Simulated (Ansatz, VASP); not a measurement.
# WS2 (Tungstenite) in VASP and in Ansatz

Contents of INCAR:

```
PREC = Accurate ; ENCUT = 520
EDIFF = 1E-6 ; ISMEAR = 0
SIGMA = 0.02 ; LREAL = F
LASPH = T ; NELM = 80
ALGO = Normal ; ISIF = 2
LWAVE = F ; LCHARG = T
LDIPOL = T ; IDIPOL = 3
DIPOL = 0.5 0.5 0.500 ; GGA = PE
IVDW = 12 ; LELF = T
LVHAR = T ; LVACPOTAV = T
NBANDS = 20
```

KPOINTS

```
regular mesh
0
Gamma
  12 12 1
```

File POSCAR:

```
WS2
1.0
    3.1593823587      0.0000000000      0.0000000000
   -1.5796911794      2.7361053828      0.0000000000
    0.0000000000      0.0000000000     32.2996392574
S W
2 1
Direct
    0.3333333333      0.6666666667      0.4512038798
    0.3333333333      0.6666666667      0.5487961202
    0.6666666667      0.3333333333      0.5000000000
```

Input for Ansatz:

```yaml
crystal:
  lattice:
    - [3.1593824567, 0.0, 0.0]
    - [-1.5796912283, 2.7361054677, 0.0]
    - [0.0, 0.0, 32.2996392432]
  atoms:
    - { symbol: S, position: [0.3333333333, 0.6666666667, 0.4512038809] }
    - { symbol: W, position: [0.6666666667, 0.3333333333, 0.5] }
    - { symbol: S, position: [0.3333333333, 0.6666666667, 0.5487961191] }
  periodic: [true, true, false]
basis:
  ecutwfc: 420
kpoints:
  mp_grid: { grid: [12, 12, 1] }
  band_path: { path: [VBM, CBM], npoints: 2 }
hamiltonian:
  xc: pbe
  dispersion: d3bj
scf:
  occupations: { method: gaussian, width: 0.02 }
output:
  forces: true
  stress: true
  eigenvalues: true
```

Alike in both runs: task single point; functional PBE; dispersion D3(BJ); k mesh 12 × 12 × 1; occupations gaussian, width 0.02 eV; no spin polarisation.

|  | VASP | Ansatz |
| --- | --- | --- |
| version | VASP 6.6.1 | Ansatz 0.2.0 |
| potentials or method | VASP PAW PBE potentials, release 64 (S, W_sv) | scalar-relativistic, plane waves, PAW |
| plane-wave cutoff (eV) | 520 | 420 |
| valence electrons in the cell | 26 | 26 |

```csv
,VASP,Ansatz,Ansatz less VASP
gap on the k mesh at the Fermi level (eV),1.92,1.92,-0.004
least direct gap on the mesh (eV),1.92,1.92,-0.004
```

Caveats: spin-orbit coupling is left out, which moves the levels of the heavy elements. A hybrid or GW would open this gap; PBE tends to underestimate it.
